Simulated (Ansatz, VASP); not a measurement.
# One calculation of Pt, two programs

The input INCAR:

```
SYSTEM = Pt
ALGO = Fast
EDIFF = 1E-7
ENCUT = 520
GGA = PE
ISIF = 2
ISMEAR = 0
LASPH = .True.
LCHARG = .False.
LREAL = .False.
LWAVE = .False.
NBANDS = 11
NELM = 60
PREC = Accurate
SIGMA = 0.15
```

The input KPOINTS:

```
k-points
0
Gamma
  26 26 26
  0 0 0
```

The input POSCAR:

```
Pt
1.0
    0.0000000000      2.0346814308      1.9850550544
    2.0346814308      0.0000000000      1.9850550544
    2.0346814308      2.0346814308      0.0000000000
Pt
1
Direct
    0.0000000000      0.0000000000      0.0000000000
```

Input for Ansatz:

```yaml
crystal:
  lattice:
    - [0.0, 2.0346814308, 1.9850550544]
    - [2.0346814308, 0.0, 1.9850550544]
    - [2.0346814308, 2.0346814308, 0.0]
  atoms:
    - { symbol: Pt, position: [0.0, 0.0, 0.0] }
basis:
  ecutwfc: 420
kpoints:
  mp_grid: { grid: [26, 26, 26] }
hamiltonian:
  xc: pbe
scf:
  occupations: { method: gaussian, width: 0.15 }
output:
  forces: true
  stress: true
  eigenvalues: true
  write_density: true
  write_potential: true
  elf: true
  volumetric_format: npy
```

Change from the starting cell: strain +0.025 along x and y, +0.000 along z, atoms carried along.

Alike in both runs: task single point; functional PBE; k mesh 26 × 26 × 26; occupations gaussian, width 0.15 eV; no spin polarisation.

```csv
,VASP,Ansatz
version,VASP 6.6.1,Ansatz 0.2.0
potentials or method,"VASP PAW PBE potentials, release 64 (Pt)","scalar-relativistic, plane waves, PAW"
plane-wave cutoff (eV),520,420
valence electrons in the cell,10,18
```

```tsv
	VASP	Ansatz	Ansatz less VASP
gap on the k mesh at the Fermi level (eV)	none	none	-
pressure (GPa)	-11.0	-10.6	+0.39
largest component of the traceless stress (GPa)	1.06	1.07	+0.011
```

A gap of «none» marks a metal or a gap that the smearing closes. The functional is the same, so the differences come from potentials, cutoffs and numerics. The two sets of potentials don't hold the same shells in valence.

The runs have no spin-orbit coupling, so splittings on Pt are missing.
